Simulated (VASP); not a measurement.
# PtSe2 (P-3m1) in VASP: band structure with HSE06

Aim: the band structure of PtSe2 with HSE06.

Everything below comes from runs of VASP 6.6.1. Logs are shortened: lines on timing, memory, paths and dates and some standing lists are left out, and cuts for length are marked.

## Step 1: The crystal as given

It takes space group P-3m1 (No. 164, trigonal). Conventional cell: a = 3.724 Å, b = 3.724 Å, c = 5.062 Å, α = 90.00°, β = 90.00°, γ = 120.00°. Around Pt (site symmetry -3m) lie 6 Se at 2.52 Å. Around Se (site symmetry 3m) lie 3 Pt at 2.52 Å.

## Step 2: Band structure, HSE06

POSCAR reads:

```
PtSe2                                   
1.0
    3.7240000000      0.0000000000      0.0000000000
   -1.8620000000      3.2250786000      0.0000000000
    0.0000000000      0.0000000000      5.0620000000
  Pt              Se            
     1     2
Direct
     0.0000000000000000    0.0000000000000000    0.0000000000000000
     0.3333333300000021    0.6666666699999979    0.2593833626157353
     0.6666666699999979    0.3333333300000021    0.7406166373842648
```

INCAR.step1 reads:

```
ALGO = Normal
EDIFF = 1E-5
ENCUT = 520
GGA = PE
ISIF = 2
ISMEAR = 0
KPAR = 4
LASPH = T
LCHARG = F
LMAXMIX = 4
LREAL = F
LWAVE = T
NELM = 60
PREC = Accurate
SIGMA = 0.02
```

INCAR.step2 reads:

```
ALGO = Normal
EDIFF = 1E-7
ENCUT = 520
GGA = PE
HFSCREEN = 0.2
ISIF = 2
ISMEAR = 0
ISTART = 1
KPAR = 4
LASPH = T
LCHARG = F
LHFCALC = T
LMAXMIX = 4
LREAL = F
LWAVE = F
NELM = 60
PREC = Accurate
PRECFOCK = Fast
SIGMA = 0.02
```

KPOINTS reads:

```
k-points
0
Gamma
  6 6 4
```

KPOINTS_OPT reads:

```
path GMKGALHA,LM,KH
8
line-mode
reciprocal
 0.0000000000  0.0000000000  0.0000000000  G
 0.5000000000  0.0000000000  0.0000000000  M

 0.5000000000  0.0000000000  0.0000000000  M
 0.3333333333  0.3333333333  0.0000000000  K

 0.3333333333  0.3333333333  0.0000000000  K
 0.0000000000  0.0000000000  0.0000000000  G

 0.0000000000  0.0000000000  0.0000000000  G
 0.0000000000  0.0000000000  0.5000000000  A

 0.0000000000  0.0000000000  0.5000000000  A
 0.5000000000  0.0000000000  0.5000000000  L

 0.5000000000  0.0000000000  0.5000000000  L
 0.3333333333  0.3333333333  0.5000000000  H

 0.3333333333  0.3333333333  0.5000000000  H
 0.0000000000  0.0000000000  0.5000000000  A

 0.5000000000  0.0000000000  0.5000000000  L
 0.5000000000  0.0000000000  0.0000000000  M

 0.3333333333  0.3333333333  0.0000000000  K
 0.3333333333  0.3333333333  0.5000000000  H
```

Potentials or basis: VASP PAW PBE potentials, release 64 (Pt, Se).

Command:

```console
cat potpaw_PBE.64/Pt/POTCAR potpaw_PBE.64/Se/POTCAR > POTCAR
cp INCAR.step1 INCAR
mpirun -np 4 vasp_std > vasp.out
cp INCAR.step2 INCAR
mpirun -np 4 vasp_std > vasp.out
```

OUTCAR:

```text
EDIFF = 1E-7
   ENCUT = 520
   GGA = PE
   HFSCREEN = 0.2
   ISIF = 2
   ISMEAR = 0
   ISTART = 1
   LASPH = T
   LHFCALC = T
   LREAL = F
   NELM = 60
   PREC = Accurate
   PRECFOCK = Fast

 ion  position               nearest neighbor table
   1  0.000  0.000  0.000-   2 2.52   3 2.52   2 2.52   3 2.52   3 2.52   2 2.52
   2  0.333  0.667  0.259-   1 2.52   1 2.52   1 2.52
   3  0.667  0.333  0.741-   1 2.52   1 2.52   1 2.52

  LATTYP: Found a hexagonal cell.
 ALAT       =     3.7240000000
 C/A-ratio  =     1.3592910849

  Lattice vectors:

 A1 = (   3.7240000000,   0.0000000000,   0.0000000000)
 A2 = (  -1.8620000000,   3.2250786000,   0.0000000000)
 A3 = (   0.0000000000,   0.0000000000,   5.0620000000)

Analysis of symmetry for initial positions (statically):
=====================================================================
 Subroutine PRICEL returns:
 Original cell was already a primitive cell.

 Routine SETGRP: Setting up the symmetry group for a
 hexagonal supercell.

 Subroutine GETGRP returns: Found 12 space group operations
 (whereof 12 operations were pure point group operations)
 out of a pool of 24 trial point group operations.

The static configuration has the point symmetry D_3d.

Analysis of symmetry for dynamics (positions and initial velocities):
=====================================================================
 Subroutine PRICEL returns:
 Original cell was already a primitive cell.

 Routine SETGRP: Setting up the symmetry group for a
 hexagonal supercell.

 Subroutine GETGRP returns: Found 12 space group operations
 (whereof 12 operations were pure point group operations)
 out of a pool of 24 trial point group operations.

The dynamic configuration has the point symmetry D_3d.

 Subroutine INISYM returns: Found 12 space group operations
 (whereof 12 operations are pure point group operations),
 and found     1 'primitive' translations

----------------------------------------------------------------------------------------

                                     Primitive cell

  volume of cell :      60.7956

  direct lattice vectors                    reciprocal lattice vectors
     3.724000000  0.000000000  0.000000000     0.268528464  0.155034981  0.000000000
    -1.862000000  3.225078600  0.000000000     0.000000000  0.310069962  0.000000000
     0.000000000  0.000000000  5.062000000     0.000000000  0.000000000  0.197550375

  length of vectors
[... 103 lines left out ...]
     AMIX_MAG =   1.60;   BMIX_MAG =  1.00
  volume/ion in A,a.u.               =      20.27       136.76
  Fermi-wavevector in a.u.,A,eV,Ry     =   1.166608  2.204570 18.517184  1.360975
  Thomas-Fermi vector in A             =   2.303119
   LORBIT       =      0    0 simple, 1 ext, 2 COOP (PROOUT), +10 PAW based schemes
   GGA     = PE    functional components
   LHFCALC =     T    Hartree Fock is set to
   PRECFOCK=fast      Normal, Fast or Accurate (Low or Medium for compatibility)
   ENCUT4O =  -1.0   cutoff for four orbital integrals eV
   NKREDX  =     1    reduce k-point grid by
   NKREDY  =     1    reduce k-point grid by
   NKREDZ  =     1    reduce k-point grid by
   AEXX    =    0.2500 exact exchange contribution
   HFSCREEN=    0.2000 screening length (either q_TF or 0.3 A-1)
   HFSCREENC=   0.2000 screening length for correlation (either q_TF or 0.3 A-1)
   ENCUTFOCK=  -1.0 apply spherical cutoff to Coloumb kernel
   IVDW    =     0    specifies the selected vdW correction
   LEPSILON=     F    determine dielectric tensor
   LRPA    =     F    only Hartree local field effects (RPA)
 non-spin polarized calculation
 Gauss-broadening in eV      SIGMA  =   0.02
  energy-cutoff  :      520.00
  volume of cell :       60.80
 maximum number of plane-waves:      1654
  NGX = 16; NGY = 16; NGZ = 24

 number of electron      22.0000000 magnetization

 Free energy of the ion-electron system (eV)
  ---------------------------------------------------
  ext. energy  EPLUGINS =         0.00000000
  ---------------------------------------------------
  free energy    TOTEN  =       -17.22210014 eV

  energy without entropy =      -17.22185044  energy(sigma->0) =      -17.22197529

 E-fermi :   6.4549     XC(G=0):  -8.8026

 val. band max:        6.1307285915   @ k =   0.0000   0.1667   0.2500
 cond. band min:       6.4644191261   @ k =   0.3333   0.3333   0.0000
 fundamental gap:      0.3336905346
 Fermi energy:         6.4548804957

 k-point     1 :       0.0000    0.0000    0.0000
  band No.  band energies     occupation
      1     -11.0242      2.00000
      2      -7.9452      2.00000
      3      -1.9700      2.00000
      4      -0.8697      2.00000
      5      -0.8697      2.00000
      6       1.3073      2.00000
      7       1.3073      2.00000
      8       2.7467      2.00000
      9       5.0264      2.00000
     10       5.0264      2.00000
     11       6.7839      0.00000
     12       7.8095      0.00000
     13       7.8095      0.00000
     14      10.3668      0.00000
[... 401 lines left out ...]
      2      -8.7898      2.00000
      3      -1.0396      2.00000
      4      -1.0396      2.00000
      5      -0.5812      2.00000
      6       1.1468      2.00000
      7       1.1468      2.00000
      8       1.3913      2.00000
      9       1.5749      2.00000
     10       2.8854      2.00000
     11       2.8854      2.00000
     12       8.7946      0.00000
     13       8.7946      0.00000
     14      13.7345      0.00000
     15      14.2036      0.00000

------------------------ aborting loop because EDIFF is reached ----------------------------------------

  FORCE on cell =-STRESS in cart. coord.  units (eV):
  Direction    XX          YY          ZZ          XY          YZ          ZX
  --------------------------------------------------------------------------------------
  -------------------------------------------------------------------------------------
  Total       -0.1221651     -0.1221651     -0.1917647      0.0000000      0.0000000      0.0000000
  in kB       -3.2194800     -3.2194800     -5.0536732      0.0000000      0.0000000      0.0000000
  external PRESSURE =      -3.8308778 kB  Pullay stress =       0.0000000 kB

 VOLUME and BASIS-vectors are now :
 -----------------------------------------------------------------------------
  energy-cutoff  :      520.00
  volume of cell :       60.80
      direct lattice vectors                 reciprocal lattice vectors
     3.724000000  0.000000000  0.000000000     0.268528464  0.155034981  0.000000000
    -1.862000000  3.225078600  0.000000000     0.000000000  0.310069962  0.000000000
     0.000000000  0.000000000  5.062000000     0.000000000  0.000000000  0.197550375

 POSITION                                       TOTAL-FORCE (eV/Angst)
 -----------------------------------------------------------------------------------
      0.00000      0.00000      0.00000         0.000000      0.000000     -0.000000
     -0.00000      2.15005      1.31300         0.000000      0.000000     -0.545498
      1.86200      1.07503      3.74900        -0.000000     -0.000000      0.545498
 -----------------------------------------------------------------------------------
    total drift:                                0.000000     -0.000000     -0.000005

  FREE ENERGIE OF THE ION-ELECTRON SYSTEM (eV)
  ---------------------------------------------------
  free  energy   TOTEN  =       -17.2221001443 eV

  energy  without entropy=      -17.2218504391  energy(sigma->0) =      -17.22197529
```

OSZICAR.step1:

```text
N       E                     dE             d eps       ncg     rms          rms(c)
DAV:   1     0.110058050521E+03    0.11006E+03   -0.10286E+04   760   0.129E+03
DAV:   2    -0.104037297090E+02   -0.12046E+03   -0.11789E+03   923   0.235E+02
DAV:   3    -0.149388036925E+02   -0.45351E+01   -0.44436E+01   888   0.470E+01
DAV:   4    -0.149713568852E+02   -0.32553E-01   -0.32548E-01   888   0.443E+00
DAV:   5    -0.149717151357E+02   -0.35825E-03   -0.35825E-03   895   0.440E-01    0.126E+01
DAV:   6    -0.144401986601E+02    0.53152E+00   -0.50177E+00   741   0.219E+01    0.782E+00
DAV:   7    -0.142308408465E+02    0.20936E+00   -0.95098E-01   734   0.104E+01    0.391E+00
DAV:   8    -0.142166293367E+02    0.14212E-01   -0.71416E-02   783   0.189E+00    0.851E-01
DAV:   9    -0.142129156211E+02    0.37137E-02   -0.12363E-02   818   0.120E+00    0.228E-01
DAV:  10    -0.142131017348E+02   -0.18611E-03   -0.11632E-03   825   0.303E-01    0.732E-02
DAV:  11    -0.142131189334E+02   -0.17199E-04   -0.23667E-04   846   0.155E-01    0.168E-02
DAV:  12    -0.142131138694E+02    0.50640E-05   -0.32094E-05   693   0.556E-02
   1 F= -.14213114E+02 E0= -.14212864E+02  d E =-.499198E-03
```

Run time: 13 min. Hardware: 4 MPI ranks of Intel Xeon 6975P-C (Granite Rapids), shared host; peak memory 0.34 GiB.

Results:

```
Free energy             : -17.2221 eV
Pressure                : -0.4 GPa
Largest force           : 0.545 eV/Å
Band gap along the path : none (metal or under the smearing width)
```

Forces on the atoms (eV/Å):
```
Pt   0.000  0.000  0.000
Se   0.000  0.000 -0.545
Se   0.000  0.000  0.545
```

Levels at the corners of the path, in eV from the Fermi level:
| point | band 7 | band 8 | band 9 | band 10 | band 11 | band 12 | band 13 | band 14 | band 15 |
| --- | --- | --- | --- | --- | --- | --- | --- | --- | --- |
| Γ | -5.15 | -3.71 | -1.43 | -1.43 | 0.33 | 1.35 | 1.35 | 3.91 | 4.71 |
| M | -4.67 | -4.58 | -4.51 | -4.16 | -3.80 | 0.69 | 2.58 | 5.35 | 6.30 |
| M | -4.67 | -4.58 | -4.51 | -4.16 | -3.80 | 0.69 | 2.58 | 5.35 | 6.30 |
| K | -5.77 | -4.94 | -3.24 | -2.52 | -2.52 | 0.01 | 0.01 | 4.26 | 8.31 |
| K | -5.77 | -4.94 | -3.24 | -2.52 | -2.52 | 0.01 | 0.01 | 4.26 | 8.31 |
| Γ | -5.15 | -3.71 | -1.43 | -1.43 | 0.33 | 1.35 | 1.35 | 3.91 | 4.71 |
| Γ | -5.15 | -3.71 | -1.43 | -1.43 | 0.33 | 1.35 | 1.35 | 3.91 | 4.71 |
| A | -5.19 | -3.58 | -2.45 | -1.99 | -1.99 | 2.45 | 2.45 | 5.25 | 7.22 |
| A | -5.19 | -3.58 | -2.45 | -1.99 | -1.99 | 2.45 | 2.45 | 5.25 | 7.03 |
| L | -4.67 | -4.61 | -4.30 | -3.24 | -1.82 | 0.88 | 1.78 | 5.06 | 5.18 |
| L | -4.67 | -4.61 | -4.30 | -3.24 | -1.82 | 0.88 | 1.78 | 5.06 | 5.18 |
| H | -5.31 | -5.06 | -4.88 | -3.57 | -3.57 | 2.34 | 2.34 | 7.28 | 7.75 |
| H | -5.31 | -5.06 | -4.88 | -3.57 | -3.57 | 2.34 | 2.34 | 7.28 | 7.75 |
| A | -5.19 | -3.58 | -2.45 | -1.99 | -1.99 | 2.45 | 2.45 | 5.25 | 7.10 |
| L | -4.67 | -4.61 | -4.30 | -3.24 | -1.82 | 0.88 | 1.78 | 5.06 | 5.18 |
| M | -4.67 | -4.58 | -4.51 | -4.16 | -3.80 | 0.69 | 2.58 | 5.35 | 6.30 |
| K | -5.77 | -4.94 | -3.24 | -2.52 | -2.52 | 0.01 | 0.01 | 4.26 | 8.31 |
| H | -5.31 | -5.06 | -4.88 | -3.57 | -3.57 | 2.34 | 2.34 | 7.29 | 7.75 |

Caveat: the PAW data sets were made with another functional, which shifts forces and pressure a little; spin-orbit coupling is left out, which moves the levels of the heavy elements.
